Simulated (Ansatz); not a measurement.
Crystal: MnO2.

```
CELL_PARAMETERS angstrom
2.85658 0.00000 0.00000
-1.42829 2.47387 0.00000
0.00000 0.00000 4.60137
ATOMIC_POSITIONS crystal
Mn 0.00000 0.00000 0.50000
O 0.33333 0.66667 0.70629
O 0.66667 0.33333 0.29371
```

Measurements of this composition are mostly on another form, of space group No. 136.

- Program: Ansatz 0.2.0
- Task: relaxation of cell and atoms
- Functional: PBEsol
- Potentials or basis: Ansatz PAW
- Cutoff: 420 eV (not typed: the program's choice for these potentials)
- k mesh: 11 × 11 × 6
- Occupations: fermi-dirac, width 0.05 eV
- Spin: collinear spin, ferromagnetic start
- Starting moments: [4.0, 0.0, 0.0] μB

At the start: volume 10.84 Å³/atom.

Task: How do energy, volume and symmetry change on relaxing?

Result: It ends after 23 steps and the volume is 11.75 Å³/atom (+8.4 %); space group P-3m1 (No. 164, to 0.05 Å); moment 3.00 μB per cell.

Step by step:
| step | energy change (eV) | largest force (eV/Å) | volume (Å³) |
| --- | --- | --- | --- |
| 1 | 0.0000 | 0.1635 | 32.52 |
| 2 | -0.0027 | 0.0774 | 32.90 |
| 3 | -0.0029 | 0.0063 | 33.08 |
| 4 | -0.0074 | 0.0072 | 33.08 |
| 5 | -0.0059 | 0.0074 | 33.56 |
| 6 | -0.0046 | 0.0021 | 33.79 |
| 7 | -0.0091 | 0.0024 | 33.79 |
| 8 | -0.0077 | 0.0067 | 34.13 |
| 9 | -0.0071 | 0.0293 | 34.25 |
| 10 | -0.0069 | 0.0010 | 34.28 |
| 11 | -0.0098 | 0.0008 | 34.28 |
| 12 | -0.0082 | 0.0003 | 34.61 |
| 13 | -0.0100 | 0.0002 | 34.61 |
| 14 | -0.0092 | 0.0004 | 34.77 |
| 15 | -0.0087 | 0.0003 | 34.88 |
| 16 | -0.0101 | 0.0004 | 34.88 |
| 17 | -0.0093 | 0.0008 | 35.06 |
| 18 | -0.0103 | 0.0009 | 35.06 |
| 19 | -0.0095 | 0.0007 | 35.21 |
| 20 | -0.0098 | 0.0000 | 35.16 |
| 21 | -0.0103 | 0.0001 | 35.16 |
| 22 | -0.0099 | 0.0001 | 35.25 |
| 23 | -0.0104 | 0.0001 | 35.25 |

Final structure:
```yaml
crystal:
  lattice:
    - [2.84041, 0.00000, 0.00000]
    - [-1.42021, 2.45987, 0.00000]
    - [0.00000, 0.00000, 5.04558]
  atoms:
    - { symbol: Mn, position: [0.00000, 0.00000, 0.50000] }
    - { symbol: O, position: [0.33333, 0.66667, 0.68823] }
    - { symbol: O, position: [0.66667, 0.33333, 0.31177] }
```

Caveat: the plane-wave basis is chosen anew once the cell has moved, so the energies of steps on either side of that aren't comparable; the pressure holds a Pulay correction of +0.8 GPa for the finite cutoff; a cell with one magnetic atom can't hold antiferromagnetic order, which such compounds often take; the PAW data sets come from PBE, with cores solved anew for the run's functional, which leaves a small shift of forces and pressure.
